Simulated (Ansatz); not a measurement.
**TiSi2 in Ansatz: the effect of Hubbard term**

The system is TiSi2.

```
Ti Si
1.0
     1.76511   -6.75928    0.00000
     1.76511    6.75928    0.00000
     0.00000    0.00000    3.56517
Ti Si
2 4
Direct
  0.10312 0.89688 0.25000
  0.89688 0.10312 0.75000
  0.75031 0.24969 0.25000
  0.24969 0.75031 0.75000
  0.44175 0.55825 0.25000
  0.55825 0.44175 0.75000
```

The cell comes from a database or a generator and needn't be the stable form of this composition.

Alike in all runs:

```yaml
Program: Ansatz 0.2.0
Task: band structure
Functional: r2SCAN
Potentials_or_basis: Ansatz PAW
Cutoff: "500 eV (not typed: the program's choice for these potentials)"
k_mesh: 8 × 8 × 8
Occupations: fermi-dirac, width 0.05 eV
Spin: no spin polarisation
Path: "[[\"G\", \"X\", \"S\", \"R\", \"A\", \"Z\", \"G\", \"Y\", \"X1\", \"A1\", \"T\", \"Y\"], [\"Z\", \"T\"]]"
Points_for_each_segment_of_the_path: 14
Hubbard_projectors: ortho-atomic (the default)
Double_counting: fll (the default)
```

```csv
Hubbard term,pressure (GPa),largest force (eV/Å)
none,-0.2,0.02
Ti d U = 1 eV,0.7,0.03
Ti d U = 2 eV,?,?
Ti d U = 3 eV,2.5,0.08
Ti d U = 4 eV,3.5,0.12
Ti d U = 5 eV,4.7,0.18
Ti d U = 6 eV,6.5,0.31
Ti d U = 8 eV,11.1,0.47
```

**Question.** What does the run with Hubbard term Ti d U = 2 eV give?

**Answer.** Pressure 1.5 GPa; largest force 0.05 eV/Å.

Worked out: A parabola through the other rows of the pressure, of slope 0.86 GPa per eV there, gives 1.2 GPa, against the run's 1.5. A parabola through the other rows of the largest force, of slope 0.0278 eV/Å per eV there, gives 0.05 eV/Å, against the run's 0.05.

Caveats: the PAW data sets come from PBE, with cores solved anew for the run's functional, which leaves a small shift of forces and pressure; U without spin polarisation on a metal has little footing (some runs); the U is typed as a test and isn't derived for this compound (some runs).

Runs at the PBE level aren't shown here.
